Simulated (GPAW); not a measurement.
## MgO (Periclase): optical spectrum from first principles

Aim: the dielectric function of MgO (Periclase), and the optical constants that follow from it. The cell comes from an older database entry, whose edges can differ from later determinations, mostly by under a per cent.

Calculated with GPAW 26.7.0; DFT, PBE, plane-wave PAW (GPAW data sets), scalar-relativistic, RPA, optical limit.

The database entry behind the starting cell differs from later determinations by our own check (about 0.1 % long), so it need not match the best structure at ambient conditions.

## 1. The starting structure

Symmetry: Fm-3m, No. 225, cubic system. Conventional cell: a = 4.217 Å, b = 4.217 Å, c = 4.217 Å, α = 90.00°, β = 90.00°, γ = 90.00°. Nearest to Mg lie 6 O at 2.11 Å. Nearest to O lie 6 Mg at 2.11 Å. Farther neighbours and most contacts between anions are not listed.

Structure file:

```cif
data_structure
_symmetry_space_group_name_H-M 'P 1'
_symmetry_Int_Tables_number 1
_cell_length_a 2.9819
_cell_length_b 2.9819
_cell_length_c 2.9819
_cell_angle_alpha 60.000
_cell_angle_beta 60.000
_cell_angle_gamma 60.000
_cell_volume 18.75
loop_
_atom_site_label
_atom_site_type_symbol
_atom_site_fract_x
_atom_site_fract_y
_atom_site_fract_z
_atom_site_occupancy
Mg1 Mg 0.00000 0.00000 0.00000 1
O2 O 0.50000 0.50000 0.50000 1
```

## 2. Ground state

First the ground state: is it a metal or has it a gap?

This step: DFT, PBE, plane-wave PAW (GPAW data sets), scalar-relativistic, ground state (GPAW 26.7.0).

File gs.py:

```python
from ase import Atoms
from ase.dft.bandgap import bandgap
from gpaw import GPAW, PW, FermiDirac

atoms = Atoms(['Mg', 'O'],
              cell=[[0.000000000000, 2.108500000000, 2.108500000000],
                    [2.108500000000, 0.000000000000, 2.108500000000],
                    [2.108500000000, 2.108500000000, 0.000000000000]],
              scaled_positions=[[0.000000000000, 0.000000000000, 0.000000000000],
                                [0.500000000000, 0.500000000000, 0.500000000000]],
              pbc=[True, True, True])
atoms.calc = GPAW(mode=PW(500), xc='PBE', kpts={'size': (9, 9, 9), 'gamma': True},
                  occupations=FermiDirac(0.05), maxiter=150, txt='gs.txt')
print('energy (eV)', atoms.get_potential_energy())
print('Fermi level (eV)', atoms.calc.get_fermi_level())
print('valence electrons', atoms.calc.get_number_of_electrons())
print('gap (eV)', bandgap(atoms.calc, output=None)[0])
print('direct gap (eV)', bandgap(atoms.calc, direct=True, output=None)[0])
atoms.calc.write('gs.gpw')
```

Started as:

```console
$ OMP_NUM_THREADS=1 python gs.py
```

Numbers of over 12 decimals in the logs are rounded to 6 here.

Log:

```text
__  _  _
 | _ |_)|_||  |
 |__||  | ||/\| - 26.7.0

Versions:
  Python: 3.12.14
  ASE:    3.29.0
  Numpy:  2.5.5
  Scipy:  1.18.1
  Libxc:  7.0.0

Input parameters:
  mode=PW(ecut=500.0),
  kpts=MonkhorstPack(size=(9, 9, 9), gamma=True),
  maxiter=150,
  occupations=Occupations(name='fermi-dirac', width=0.05, fixmagmom=False),
  xc=XC(name='PBE')

Diagonalizing LCAO Hamiltonian
Converting LCAO to pw mode

              O

       Mg

Atoms  # Å, Bohr magnetons
|   | symbol |        x |        y |        z |    initial magnetic moments |
| 0 |     Mg | 0.000000 | 0.000000 | 0.000000 | ( 0.0000,  0.0000,  0.0000) |
| 1 |      O | 2.108500 | 2.108500 | 2.108500 | ( 0.0000,  0.0000,  0.0000) |

Unit cell  # Å
| periodic |        x |        y |        z |  lengths |    angles |
|      yes | 0.000000 | 2.108500 | 2.108500 | 2.981869 | 60.000000 |
|      yes | 2.108500 | 0.000000 | 2.108500 | 2.981869 | 60.000000 |
|      yes | 2.108500 | 2.108500 | 0.000000 | 2.981869 | 60.000000 |

Number of symmetries: 48
Symmetry operations  # r_c * U_cc + t_c -> r_c
|    | kind |            matrix            |
|  0 |  σ   |  1, 0, 0,  1, 0,-1,  1,-1, 0 |
|  1 |  C2  |  1, 0, 0,  1,-1, 0,  1, 0,-1 |
|  2 |  E   |  1, 0, 0,  0, 1, 0,  0, 0, 1 |
|  3 |  σ   |  1, 0, 0,  0, 0, 1,  0, 1, 0 |
|  4 |  C4  |  1, 0,-1,  1, 0, 0,  1,-1, 0 |
|  5 |  S6  |  1, 0,-1,  1,-1, 0,  1, 0, 0 |
|  6 |  σ   |  1, 0,-1,  0, 1,-1,  0, 0,-1 |
|  7 |  C3  |  1, 0,-1,  0, 0,-1,  0, 1,-1 |
|  8 |  S6  |  1,-1, 0,  1, 0, 0,  1, 0,-1 |
|  9 |  C4  |  1,-1, 0,  1, 0,-1,  1, 0, 0 |
| 10 |  C3  |  1,-1, 0,  0,-1, 1,  0,-1, 0 |
| 11 |  σ   |  1,-1, 0,  0,-1, 0,  0,-1, 1 |
| 12 |  σ   |  0, 1, 0,  1, 0, 0,  0, 0, 1 |
| 13 |  C4  |  0, 1, 0,  0, 1,-1, -1, 1, 0 |
| 14 |  C3  |  0, 1, 0,  0, 0, 1,  1, 0, 0 |
| 15 |  S6  |  0, 1, 0, -1, 1, 0,  0, 1,-1 |
| 16 |  C2  |  0, 1,-1,  1, 0,-1,  0, 0,-1 |
| 17 |  σ   |  0, 1,-1,  0, 1, 0, -1, 1, 0 |
| 18 |  S4  |  0, 1,-1,  0, 0,-1,  1, 0,-1 |
| 19 |  C4  |  0, 1,-1, -1, 1, 0,  0, 1, 0 |
| 20 |  C3  |  0, 0, 1,  1, 0, 0,  0, 1, 0 |
| 21 |  σ   |  0, 0, 1,  0, 1, 0,  1, 0, 0 |
| 22 |  S6  |  0, 0, 1,  0,-1, 1, -1, 0, 1 |
| 23 |  C4  |  0, 0, 1, -1, 0, 1,  0,-1, 1 |
| 24 |  S4  |  0, 0,-1,  1, 0,-1,  0, 1,-1 |
| 25 |  C3  |  0, 0,-1,  0, 1,-1,  1, 0,-1 |
| 26 |  C2  |  0, 0,-1,  0,-1, 0, -1, 0, 0 |
| 27 |  S6  |  0, 0,-1, -1, 0, 0,  0,-1, 0 |
| 28 |  S4  |  0,-1, 1,  1,-1, 0,  0,-1, 0 |
| 29 |  C4  |  0,-1, 1,  0, 0, 1, -1, 0, 1 |
| 30 |  C2  |  0,-1, 1,  0,-1, 0,  1,-1, 0 |
| 31 |  σ   |  0,-1, 1, -1, 0, 1,  0, 0, 1 |
| 32 |  C3  |  0,-1, 0,  1,-1, 0,  0,-1, 1 |
| 33 |  S6  |  0,-1, 0,  0, 0,-1, -1, 0, 0 |
| 34 |  S4  |  0,-1, 0,  0,-1, 1,  1,-1, 0 |
| 35 |  C2  |  0,-1, 0, -1, 0, 0,  0, 0,-1 |
| 36 |  C2  | -1, 1, 0,  0, 1, 0,  0, 1,-1 |
| 37 |  S6  | -1, 1, 0,  0, 1,-1,  0, 1, 0 |
| 38 |  S4  | -1, 1, 0, -1, 0, 1, -1, 0, 0 |
| 39 |  C3  | -1, 1, 0, -1, 0, 0, -1, 0, 1 |
| 40 |  S6  | -1, 0, 1,  0, 0, 1,  0,-1, 1 |
| 41 |  C2  | -1, 0, 1,  0,-1, 1,  0, 0, 1 |
| 42 |  C3  | -1, 0, 1, -1, 1, 0, -1, 0, 0 |
| 43 |  S4  | -1, 0, 1, -1, 0, 0, -1, 1, 0 |
| 44 |  C2  | -1, 0, 0,  0, 0,-1,  0,-1, 0 |
| 45 |  i   | -1, 0, 0,  0,-1, 0,  0, 0,-1 |
| 46 |  σ   | -1, 0, 0, -1, 1, 0, -1, 0, 1 |
| 47 |  C2  | -1, 0, 0, -1, 0, 1, -1, 1, 0 |

BZ-sampling:
  Number of BZ points: 729
  Number of IBZ points: 35

  Monkhorst-Pack size: [9, 9, 9]
  Monkhorst-Pack shift: [0, 0, 0]

K-points  # in reciprocal-cell coordinates
|     |                                coordinates |     weight |
|   0 | (  0.00000000,   0.00000000,   0.00000000) | 0.00137174 |
|   1 | (  0.11111111,   0.11111111,   0.00000000) | 0.00823045 |
|   2 | (  0.11111111,   0.11111111,   0.11111111) | 0.01097394 |
|   3 | (  0.22222222,   0.11111111,   0.11111111) | 0.01646091 |
|   4 | (  0.22222222,   0.22222222,   0.00000000) | 0.00823045 |
|   5 | (  0.22222222,   0.22222222,   0.11111111) | 0.03292181 |
|   6 | (  0.22222222,   0.22222222,   0.22222222) | 0.01097394 |
|   7 | (  0.33333333,   0.22222222,   0.11111111) | 0.03292181 |
|   8 | (  0.33333333,   0.22222222,   0.22222222) | 0.03292181 |
|   9 | (  0.33333333,   0.33333333,  -0.33333333) | 0.01646091 |
| ... |                                            |            |
|  34 | (  0.44444444,   0.44444444,   0.44444444) | 0.01097394 |

Plane wave coefficients: 531
Cutoff: 500.0 eV

Spin-components: 1 (collinear spins)
Bands:           12
Projectors:      10
Spin-degeneracy: 2
Datatype:        complex128

Parallelization:
  kpt:    1
  domain: 1
  band:   1

Density:
  Valence electrons: 16.0
  Components: 1
  Grid points: [16 16 16]
  Charge: 0.0  # |e|

Potential:
  Grid points: [16 16 16]

species:
  Mg:
    name:    Magnesium
    id:
    Z:       12.0
    valence: 10
    core:    2
    charge:  0.0  # [|e|]
    compensation charges:
      type: gauss
      rc: 0.33  # [Å]
      lmax: 2
    cutoffs:
      filter: 1.86  # [Å]
      core: 0.54  # [Å]
    projectors
    | kind |    occ | energy [eV] | rcut [Å] |
    |   2s |  2.000 |     -79.840 |    1.090 |
    |   3s |  2.000 |      -4.705 |    1.090 |
    |   2p |  6.000 |     -46.613 |    1.085 |
    |   3p |  0.000 |      -1.330 |    1.085 |
    |    d |        |       0.000 |    1.037 |

    Using partial waves for Mg as LCAO basis

  O:
    name:    Oxygen
    id:
    Z:       8.0
    valence: 6
    core:    2
    charge:  0.0  # [|e|]
    compensation charges:
      type: gauss
      rc: 0.21  # [Å]
      lmax: 2
    cutoffs:
      filter: 1.17  # [Å]
      core: 0.83  # [Å]
    projectors
    | kind |    occ | energy [eV] | rcut [Å] |
    |   2s |  2.000 |     -23.961 |    0.688 |
    |   2p |  4.000 |      -9.029 |    0.598 |
    |    s |        |       3.251 |    0.688 |
    |    p |        |      18.182 |    0.598 |
    |    d |        |       0.000 |    0.619 |

    Using partial waves for O as LCAO basis

Reference energy: -7490.497190  # eV

eigensolver:
  PPCG
  Converge bands: occupied
  niter=2

density mixing:
  MSR1-Mixer
  Pratt-step length: 0.05
  Maximum mixing coefficient: 0.75
  Old densities: 10
  SVD Regularization: 0.005
  Good broyden scale: 1.0
  Trust region scale: 1.0
  Backstep threshold: 4.0
  History deletion threshold: 6.0
  Fourier metric: weight=20.0, sigma=0.015

occupation numbers:
  Fermi-Dirac:
    width: 0.0500  # eV

poisson solver:
  ecut: 4000.0  # eV

xc functional:
  name: PBE with 2 nearest neighbor stencil

convergence criteria:
- Maximum [total energy] change in last 3 cyles: 0.0005 eV / valence electron
- Maximum integral of absolute [dens]ity change: 0.0001 electrons / valence electron
- Maximum integral of absolute [eigenst]ate change: 4e-08 eV^2 / valence electron
maximum number of iterations: 150

SCF iterations
|iter     |      energy | eigst |  dens |
|iter:   1||  -13.004755 | +0.20 |       |
|iter:   2||  -12.677460 | -1.82 | -0.99 |
|iter:   3||  -11.774246 | -0.98 | -1.04 |
|iter:   4||  -11.778593 | -2.89 | -1.58 |
|iter:   5||  -11.783388 | -2.79 | -1.85 |
|iter:   6||  -11.783465c| -5.08 | -2.97 |
|iter:   7||  -11.783487c| -6.01 | -3.35 |
|iter:   8||  -11.783487c| -7.44c| -4.37c|

Converged in 8 steps
SCF loop duration: 2.503 s (0.313 s/step)
Energy contributions relative to reference atoms: (reference = -7490.497190)

Energy contributions:
  Kinetic:           9.561513
  Coulomb:          -7.274312
  Zero:             -0.000177
  External:          0.000000
  Xc:              -14.070511
  Entropy:          -0.000000
  Spinorbit:         0.000000
  ----------------------------
  Free energy:     -11.783487
  Extrapolated:    -11.783487

dipole moment: (-6.047430, -6.047430, -6.047430)  # |e|*Ang

Fermi level: 5.770
Eigenvalues  # (at kpt = [0.000, 0.000, 0.000])
| band index |      eig [eV] | occ [0-2] |
|          0 |       -67.546 |     2.000 |
|          1 |       -34.291 |     2.000 |
|          2 |       -34.291 |     2.000 |
|          3 |       -34.291 |     2.000 |
|          4 |       -12.392 |     2.000 |
|          5 |         4.826 |     2.000 |
|          6 |         4.826 |     2.000 |
|          7 |         4.826 |     2.000 |
|          8 |         9.568 |     0.000 |
|          9 |        24.538 |     0.000 |
|         10 |        28.565 |     0.000 |
|         11 |        29.146 |     0.000 |

Gap: 4.742 eV
Transition (v -> c):
  (s=0, k=0, n=7, [0.00, 0.00, 0.00]) -> (s=0, k=0, n=8, [0.00, 0.00, 0.00])
No difference between direct/indirect transitions

--- standard output ---
energy (eV) -11.783487
Fermi level (eV) 5.770402
valence electrons 16.0
gap (eV) 4.742006
direct gap (eV) 4.742006
```

It took 4.4 s on 1 thread of Intel Xeon Platinum 8375C at 2.90GHz (Ice Lake), shared host; peak memory 0.13 GiB.

This step gave:

| Property | Result |
| --- | --- |
| energy | -11.78 eV |
| Fermi energy | 5.770 eV |
| gap on the k-mesh | 4.742 eV |
| direct gap on the mesh | 4.742 eV |
| electrons | 16 |

There is a gap, 4.74 eV on this mesh (points off the mesh can give less), so no carriers' term is needed.

## 3. Bands for the response

At the fixed density, many empty bands are solved on the mesh of the response, since the spectrum sums over them.

This step: DFT, PBE, plane-wave PAW (GPAW data sets), scalar-relativistic, bands at fixed density (GPAW 26.7.0).

File nscf.py:

```python
from ase.dft.bandgap import bandgap
from gpaw import GPAW, FermiDirac

calc = GPAW('gs.gpw').fixed_density(kpts={'size': (14, 14, 14), 'gamma': True}, nbands=26, convergence={'bands': 20},
                                    occupations=FermiDirac(0.001), txt='nscf.txt')
print('gap (eV)', bandgap(calc, output=None)[0])
print('direct gap (eV)', bandgap(calc, direct=True, output=None)[0])
print('top band over the Fermi level (eV)', min(calc.get_eigenvalues(kpt=k)[19] for k in range(len(calc.get_ibz_k_points()))) - calc.get_fermi_level())
calc.write('full.gpw', mode='all')
```

Started as:

```console
$ OMP_NUM_THREADS=1 python nscf.py
```

Log:

```text
Diagonalizing LCAO Hamiltonian
Converting LCAO to pw mode
convergence criteria:
- Maximum integral of absolute [eigenst]ate change: 4e-08 eV^2 / valence electron
maximum number of iterations: 150

SCF iterations
|iter     |      energy | eigst |  dens |
|iter:   1||             | +2.86 |       |
|iter:   2||             | +0.96 |       |
|iter:   3||             | -0.52 |       |
|iter:   4||             | -2.88 |       |
|iter:   5||             | -4.36 |       |
|iter:   6||             | -6.84 |       |
|iter:   7||             | -7.80c|       |
SCF steps: 7
  __  _  _
 | _ |_)|_||  |
 |__||  | ||/\| - 26.7.0

Versions:
  Python: 3.12.14
  ASE:    3.29.0
  Numpy:  2.5.5
  Scipy:  1.18.1
  Libxc:  7.0.0

Input parameters:
  mode=PW(ecut=500.0),
  convergence={'bands': 20},
  gpts=array([16, 16, 16]),
  kpts=MonkhorstPack(size=(14, 14, 14), gamma=True),
  maxiter=150,
  nbands=26,
  occupations=Occupations(name='fermi-dirac', width=0.001, fixmagmom=False),
  parallel={},
  xc=XC(name='PBE')

--- standard output ---
gap (eV) 4.742006
direct gap (eV) 4.742006
top band over the Fermi level (eV) 31.860812
```

Run time: 14 s. Hardware: 1 thread; peak memory 0.16 GiB.

[end of part 1 of 2]

[Machine, clock and banner lines and Python warnings are left out of the logs.]

[Logs are printed without paths, hosts, clocks, repeated set-up lines and the standing remarks that a program may print on its own settings, such as how far it seeks lower states.]

[Hosts, paths, dates, database ids (printed as entryN), source tags and the programs' standing remarks are cut or masked in the printed files.]
